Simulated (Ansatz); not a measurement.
Runs of Ansatz 0.2.0 on Pt. The structure is cubic, space group Fm-3m (No. 225). Conventional cell: a = 3.922 Å, b = 3.922 Å, c = 3.922 Å, α = 90.00°, β = 90.00°, γ = 90.00°. Around Pt (site symmetry m-3m) lie 12 Pt at 2.77 Å. 

| task | level | potentials or basis | cell | cutoff (eV) | smearing | basis error allowed | pressure (GPa) | relaxed volume (Å³/atom) |
| --- | --- | --- | --- | --- | --- | --- | --- | --- |
| single point | RPBE | all-electron LAPW, scalar-relativistic | the cell as VASP's run set it | 271 | gaussian 0.02 eV | 0.001 eV/atom | (b) | - |
| relaxation of cell and atoms | revPBE+D3(BJ) | all-electron LAPW, scalar-relativistic | relaxed | - | fermi-dirac 0.05 eV | 0.001 eV/atom | 0.0 | 14.91 |
| band structure | PBEsol | all-electron LAPW, scalar-relativistic | as given | 270 | fermi-dirac 0.05 eV | 0.001 eV/atom | -0.6 | - |
| relaxation of cell and atoms | BLYP+D4 | all-electron LAPW, scalar-relativistic | relaxed | - | fermi-dirac 0.05 eV | 0.001 eV/atom | 0.0 | (a) |
| band structure | PBEsol | all-electron LAPW, inner shells corrected to Dirac's equation | as given | 270 | fermi-dirac 0.05 eV | 0.001 eV/atom | -0.5 | - |
| band structure | PBEsol | all-electron PAW datasets made for the crystal | as given | 280 | fermi-dirac 0.05 eV | - | -0.6 | - |
| band structure | LDA | all-electron LAPW, scalar-relativistic | as given | 270 | fermi-dirac 0.05 eV | 0.001 eV/atom | -6.0 | - |
| band structure | PBEsol | all-electron LAPW, non-relativistic | as given | 270 | fermi-dirac 0.05 eV | 0.001 eV/atom | 33.5 | - |

Alike in all rows: no spin polarisation; k mesh 12 × 12 × 12.

Q: Estimate the missing entries.

A: (a) 15.64; (b) 14.4.

Caveats: a pressure of tens of GPa on the cell as given is suspect, and the run, the potentials or the cell itself is likely at fault (some runs); relativity is left out, which matters for the heavier elements (some runs).

The runs don't all hold the same shells in valence.

Runs at the PBE level aren't shown here.
